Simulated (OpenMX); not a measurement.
P under changes of volume

One of the cells (20.458 Å³/atom); the others are scaled copies at fixed shape and fractional positions:

```
CELL_PARAMETERS angstrom
1.64774 -5.46504 0.00000
1.64774 5.46504 0.00000
0.00000 0.00000 4.54364
ATOMIC_POSITIONS crystal
P 0.90414 0.09586 0.58882
P 0.09586 0.90414 0.41118
P 0.59586 0.40414 0.08882
P 0.40414 0.59586 0.91118
```

* Program: OpenMX 3.8.5
* Functional: PBE
* Potentials or basis: OpenMX 2013 PBE set, P7.0-s2p2d1, fixed grid of 32 × 32 × 48 points
* k mesh: 9 × 9 × 7
* Occupations: fermi-dirac, width 0.05 eV
* Spin: no spin polarisation

```csv
volume (Å³/atom),energy over the lowest point (meV/atom),gap on the mesh (eV),largest force (eV/Å)
19.230,84.94,0.19,1.751
19.639,59.58,0.20,1.518
20.049,39.31,0.22,1.304
20.458,23.64,0.25,1.106
20.867,?,?,?
21.276,4.35,0.31,0.755
21.685,0.00,0.34,0.604
```

Question: What does the run at 20.867 Å³/atom give?

Answer: Energy over the lowest point 12.11 meV/atom; gap on the mesh 0.27 eV; largest force 0.923 eV/Å.

Worked out: A Birch-Murnaghan fit of order 3 (a polynomial in V^(-2/3)) to the other rows has its minimum at 22.07 Å³/atom, just outside them, with B0 = V·E''(V) = 59 GPa and B' = 4.3 at fixed shape and positions, which overstates the stiffness. It gives 12.12 meV/atom at 20.867 Å³/atom, against the run's 12.11. A parabola through the other rows of the gap, of slope 1.53 eV per unit of ln V (its deformation potential) there, gives 0.28 eV, against the run's 0.27.

Energies are extrapolated to zero smearing.

Caveats: an odd mesh through Γ misses points on the zone boundary, where band edges often lie; the basis of atomic orbitals isn't converged, which shifts pressures, moduli and gaps; forces of over 1 eV/Å show positions far from the minimum, so gaps and moduli don't describe the material at rest (some runs).
